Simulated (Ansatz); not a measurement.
The system is CO2.

```xyz
6
Lattice="-1.9747 1.9747 3.0141 1.9747 -1.9747 3.0141 1.9747 1.9747 -3.0141" Properties=species:S:1:pos:R:3 pbc="T T T"
O     1.3223    0.9874    3.7676
O     0.6525    0.9874    0.7535
O     2.9621    0.6525   -0.7535
O    -0.9874    1.3223    2.2605
C     0.0000    0.0000    0.0000
C     0.0000    1.9747    1.5070
```

The cell comes from a database or a generator and needn't be the stable form of this composition.

- Program: Ansatz 0.2.0
- Task: relaxation of cell and atoms
- Functional: PBEsol
- Dispersion: D4
- Potentials or basis: Ansatz PAW
- Cutoff: 420 eV (not typed: the program's choice for these potentials)
- k mesh: 9 × 9 × 9
- Occupations: fermi-dirac, width 0.05 eV
- Spin: no spin polarisation

At the start: volume 7.84 Å³/atom.

Task: Where does the relaxation end?

Result: It ends after 7 steps and the volume is 7.52 Å³/atom (-4.0 %); space group I-42d (No. 122, to 0.05 Å).

The path:
```csv
step,energy change (eV),largest force (eV/Å),volume (Å³)
1,0.0000,0.2131,47.01
2,-0.0462,0.1071,45.67
3,-0.0531,0.0208,45.22
4,-0.0530,0.0061,45.25
5,-0.0414,0.0070,45.25
6,-0.0424,0.0020,45.15
7,-0.0415,0.0018,45.15
```

Final structure:
```
O C
1.0
    -1.95096    1.95096    2.96547
     1.95096   -1.95096    2.96547
     1.95096    1.95096   -2.96547
O C
4 2
Direct
  0.87500 0.95616 0.58116
  0.37500 0.29384 0.41884
  0.04384 0.62500 0.91884
  0.70616 0.12500 0.08116
  0.00000 0.00000 0.00000
  0.75000 0.25000 0.50000
```

Caveat: the plane-wave basis is chosen anew once the cell has moved, so the energies of steps on either side of that aren't comparable; the pressure holds a Pulay correction of +1.3 GPa for the finite cutoff; the PAW data sets come from PBE, with cores solved anew for the run's functional, which leaves a small shift of forces and pressure.
